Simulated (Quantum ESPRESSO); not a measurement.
CO2, 6 atoms in the cell. It takes space group I-42d (No. 122, tetragonal). Conventional cell: a = 3.949 Å, b = 3.949 Å, c = 6.028 Å, α = 90.00°, β = 90.00°, γ = 90.00°. O (site symmetry 2) is surrounded by 2 C at 1.40 Å. Around C (site symmetry -4) lie 4 O at 1.40 Å. The cell comes from a database or a generator and needn't be the stable form of this composition.

```yaml
Program: Quantum ESPRESSO 7.5
Task: band structure
Functional: PBEsol
Potentials_or_basis: GBRV 1.5 PBEsol
Cutoff: 612 eV
Density_cutoff: 4898 eV
k_mesh: 9 × 9 × 9
Occupations: fermi-dirac, width 0.05 eV
Spin: no spin polarisation
Mixing_beta: 0.5
Most_SCF_iterations: 120
SCF_threshold: 1.2e-09 Ry
```

Potentials or basis: GBRV 1.5 PBEsol.

Launch:

```sh
$ OMP_NUM_THREADS=1 mpirun -n 2 pw.x -nk 2 -in pw.in > pw.out
$ OMP_NUM_THREADS=1 mpirun -n 2 pw.x -nk 2 -in bands.in > bands.out
```

Hardware: 2 MPI ranks on Arm Neoverse V1, with other jobs on the host.

Problem. Estimate the wall time of this run.

Solution. Wall time 55 s on 2 MPI ranks on Arm Neoverse V1, on a shared host, peak memory 0.22 GiB a rank. Counts: scf iterations 9, k pools 2, bands 24, k points 75, g dense 36619.
